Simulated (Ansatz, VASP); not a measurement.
## Two plane-wave programs on C

```
CELL_PARAMETERS angstrom
0.00000 -1.78015 -1.78016
-1.78015 0.00000 -1.78015
1.78015 1.78014 -3.56030
ATOMIC_POSITIONS crystal
C 0.75000 0.75000 0.75000
C 0.25000 0.25000 0.25000
C 0.37500 0.37500 0.87500
C 0.87500 0.87500 0.37500
```

Change from the starting cell: all atoms moved at random, sigma 0.05 Å a component; relaxed back.

Alike in both runs: functional r2SCAN; k mesh 12 × 12 × 10; occupations gaussian, width 0.05 eV; no spin polarisation.

Ansatz relaxed the structure, and its values are those at the end. VASP's run is a single point on that final structure, the one shown.

```csv
,VASP,Ansatz
version,VASP 6.6.1,Ansatz 0.2.0
potentials or method,"VASP PAW PBE potentials, release 64 (C)","scalar-relativistic, plane waves, PAW"
plane-wave cutoff (eV),520,500
valence electrons in the cell,16,16
```

VASP gave:

* gap on the k mesh at the Fermi level (eV): 4.37
* least direct gap on the mesh (eV): 5.85
* pressure (GPa): 1.1

**Question.** Which values does Ansatz return?

**Answer.** gap on the k mesh at the Fermi level (eV): 4.40; least direct gap on the mesh (eV): 5.90; pressure (GPa): 0.0.

Caveats: the PAW data sets were made with another functional, which shifts forces and pressure a little (VASP).
